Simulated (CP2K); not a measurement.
The system is Ag.

```
CELL_PARAMETERS angstrom
2.88888 0.00000 0.00000
1.44444 2.50185 0.00000
1.44444 0.83395 2.35876
ATOMIC_POSITIONS crystal
Ag 0.00000 0.00000 0.00000
```

Base run:

```yaml
Program: CP2K 2026.2
Functional: PBEsol
Potentials_or_basis: POTENTIAL_UZH Ag GTH-PBE-q11; TZVP-MOLOPT-PBE-GTH basis
Density_cutoff: 9184 eV
k_mesh: 11 × 11 × 11
Occupations: fermi-dirac, width 0.05 eV
Spin: no spin polarisation
```

Its results: band gap on the k mesh none (metal or under the smearing width); pressure -2.3 GPa.

Problem. The run is repeated on the same cell with these changes: functional from PBEsol to RPBE. What comes out?

Solution. Band gap on the k mesh none (metal or under the smearing width); pressure 7.2 GPa.

RPBE binds less tightly than PBEsol, so the same cell stands under more pressure.

Caveats: the potentials were made for another functional, which shifts forces and pressure; the basis of atomic orbitals isn't converged, which shifts pressures, moduli and gaps.

Not every run made on this cell is shown here.
